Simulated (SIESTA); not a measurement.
SiC (Moissanite): band structure with LDA

SiC (Moissanite):

```
CELL_PARAMETERS angstrom
3.07600 0.00000 0.00000
-1.53800 2.66389 0.00000
0.00000 0.00000 5.04800
ATOMIC_POSITIONS crystal
Si 0.66667 0.33333 0.50000
Si 0.33333 0.66667 0.00000
C 0.66667 0.33333 0.88500
C 0.33333 0.66667 0.38500
```

```json
{
  "Program": "SIESTA 5.4.2",
  "Task": "band structure",
  "Functional": "LDA",
  "Potentials or basis": "PseudoDojo 0.4 standard (LDA files)",
  "Basis": "DZP (energy shift 0.003 Ry)",
  "Grid cutoff": "500 Ry",
  "Energy shift": "0.003 Ry",
  "k mesh": "10 × 10 × 5",
  "Occupations": "fermi-dirac, width 0.05 eV",
  "Spin": "no spin polarisation"
}
```

- Pressure: -1.5 GPa
- Largest force: 0.809 eV/Å
- Band gap on the k mesh: 2.33 eV, indirect (least direct gap 3.99 eV)
- Band gap along the path: 2.17 eV, indirect (least direct gap 3.99 eV)

Forces in eV/Å, atoms in the order of the input:
```
Si   0.000  0.000  0.808
Si   0.000  0.000  0.808
C    0.000  0.000 -0.809
C    0.000  0.000 -0.809
```

Stress tensor (GPa, compression positive):
```
 0.12  0.00  0.00
 0.00  0.12  0.00
 0.00  0.00 -4.79
```

Levels at the corners of the path, in eV from the valence-band top:
| point | band 4 | band 5 | band 6 | band 7 | band 8 | band 9 | band 10 | band 11 | band 12 | band 13 |
| --- | --- | --- | --- | --- | --- | --- | --- | --- | --- | --- |
| Γ | -1.62 | -1.62 | -0.33 | -0.33 | 0.00 | 4.66 | 6.33 | 6.33 | 6.59 | 8.03 |
| M | -6.62 | -5.52 | -3.62 | -3.34 | -1.55 | 2.43 | 4.08 | 7.00 | 7.07 | 9.57 |
| K | -6.57 | -6.57 | -4.19 | -4.11 | -4.11 | 2.17 | 7.84 | 8.59 | 8.59 | 9.40 |
| Γ | -1.62 | -1.62 | -0.33 | -0.33 | 0.00 | 4.66 | 6.33 | 6.33 | 6.59 | 8.03 |
| A | -4.48 | -1.03 | -1.03 | -1.03 | -1.03 | 5.80 | 5.80 | 7.03 | 7.03 | 7.03 |
| L | -8.56 | -2.77 | -2.77 | -2.40 | -2.40 | 3.06 | 3.06 | 4.85 | 4.85 | 10.33 |
| H | -8.05 | -5.95 | -5.95 | -1.82 | -1.82 | 4.76 | 4.76 | 5.88 | 5.88 | 10.20 |
| A | -4.48 | -1.03 | -1.03 | -1.03 | -1.03 | 5.80 | 5.80 | 7.03 | 7.03 | 7.03 |
| L | -8.56 | -2.77 | -2.77 | -2.40 | -2.40 | 3.06 | 3.06 | 4.85 | 4.85 | 10.33 |
| M | -6.62 | -5.52 | -3.62 | -3.34 | -1.55 | 2.43 | 4.08 | 7.00 | 7.07 | 9.57 |
| K | -6.57 | -6.57 | -4.19 | -4.11 | -4.11 | 2.17 | 7.84 | 8.59 | 8.59 | 9.40 |
| H | -8.05 | -5.95 | -5.95 | -1.82 | -1.82 | 4.76 | 4.76 | 5.88 | 5.88 | 10.20 |

Run time: 69 s on 1 thread of Arm Neoverse V1, on a shared host, peak memory 0.27 GiB.

Caveat: the mesh misses the band edges, which the band path finds closer together; the basis of atomic orbitals isn't converged, which shifts pressures, moduli and gaps. As with any semilocal functional, this LDA gap is likely too small.
